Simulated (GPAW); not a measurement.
Runs of GPAW 26.7.0 on ZrC. Symmetry: Fm-3m, No. 225, cubic system. Conventional cell: a = 4.730 Å, b = 4.730 Å, c = 4.730 Å, α = 90.00°, β = 90.00°, γ = 90.00°. Zr (site symmetry m-3m) is surrounded by 6 C at 2.37 Å. C (site symmetry m-3m) has 6 Zr at 2.37 Å as nearest neighbours. 

```tsv
task	level	potentials or basis	cell	optimizer	fmax	max steps	convergence	gap on the mesh (eV)	pressure (GPa)	relaxed volume (Å³/atom)
relaxation of cell and atoms	PBEsol+D3	PAW data sets generated in the run's folder for this functional, pw	relaxed	BFGS	0.02 eV/Å	60	density=1e-05 forces=0.0001	none	0.0	(b)
relaxation of cell and atoms	PBEsol+D4	PAW data sets generated in the run's folder for this functional, pw	relaxed	BFGS	0.02 eV/Å	60	density=1e-05 forces=0.0001	none	0.0	(a)
relaxation of cell and atoms	PBEsol	PAW data sets generated in the run's folder for this functional, pw	relaxed	BFGS	0.02 eV/Å	60	density=1e-05 forces=0.0001	none	0.0	12.67
relaxation of cell and atoms	PBEsol+D3(BJ)	PAW data sets generated in the run's folder for this functional, pw	relaxed	BFGS	0.02 eV/Å	60	density=1e-05 forces=0.0001	none	0.0	12.40
relaxation of cell and atoms	PBEsol+D3(BJ)+ATM	PAW data sets generated in the run's folder for this functional, pw	relaxed	BFGS	0.02 eV/Å	60	density=1e-05 forces=0.0001	none	0.0	12.44
```

Alike in all rows: no spin polarisation; k mesh 10 × 10 × 10; cutoff (eV) 800; smearing fermi-dirac 0.05 eV.

Q: Estimate the missing entries.

A: (a) 12.57; (b) 12.49.

Caveats: later steps reuse the first step's grids; pairwise dispersion overbinds metals, which lowers pressure and volume (some runs).

A k mesh can miss the band edges, and the runs leave out spin-orbit coupling on Zr.

A gap of «none» marks a metal or a gap under the smearing width.

Runs at the PBE level aren't shown here.
